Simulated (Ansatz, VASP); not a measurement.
## Two plane-wave programs on Rh

Contents of INCAR:

```
SYSTEM = Rh
ALGO = Normal
EDIFF = 1E-7
ENCUT = 520
GGA = PS
ISIF = 2
ISMEAR = -1
LASPH = .TRUE.
LCHARG = .FALSE.
LREAL = .FALSE.
LWAVE = .FALSE.
NBANDS = 22
NELM = 100
PREC = Accurate
SIGMA = 0.1
```

The input KPOINTS:

```
k-points
0
G
  12 12 7
  0 0 0
```

POSCAR

```
Rh
1.0
    2.8019450405      0.0000000000      0.0000000000
   -1.4009730333      2.4265553889      0.0000000000
    0.0000000000      0.0000000000      4.5435658021
Rh
2
Direct
    0.6666666667      0.3333333333      0.7500000000
    0.3333333333      0.6666666667      0.2500000000
```

Input for Ansatz:

```yaml
crystal:
  lattice:
    - [2.8019450405275075, 0.0, 0.0]
    - [-1.4009730332565378, 2.4265553889343296, 0.0]
    - [0.0, 0.0, 4.543565802073403]
  atoms:
    - { symbol: Rh, position: [0.6666666666666666, 0.3333333333333333, 0.75] }
    - { symbol: Rh, position: [0.3333333333333333, 0.6666666666666666, 0.25] }
basis:
  ecutwfc: 500.0
kpoints:
  mp_grid:
    grid: [12, 12, 7]
hamiltonian:
  xc: pbesol
scf:
  occupations:
    method: fermi_dirac
    width: 0.1
output:
  stress: true
```

This isn't the form of Rh at room conditions, which is fcc.

Alike in both runs: task single point; functional PBEsol; k mesh 12 × 12 × 7; occupations fermi-dirac, width 0.1 eV; no spin polarisation.

|  | VASP | Ansatz |
| --- | --- | --- |
| version | VASP 6.6.1 | Ansatz 0.2.0 |
| potentials or method | VASP PAW PBE potentials, release 64 (Rh_pv) | plane waves, PAW |
| plane-wave cutoff (eV) | 520 | 500 |
| valence electrons in the cell | 30 | 34 |

|  | VASP | Ansatz | Ansatz less VASP |
| --- | --- | --- | --- |
| pressure (GPa) | -26.8 | -26.8 | +0.01 |
| largest component of the traceless stress (GPa) | 1.10 | 1.10 | +0.001 |

The two sets of potentials don't hold the same shells in valence.

Caveats: so large a pressure means that the cell lies far from this level's equilibrium, or that cutoff or potentials fall short (VASP); the potentials were made for another functional, which shifts forces and pressure (VASP).
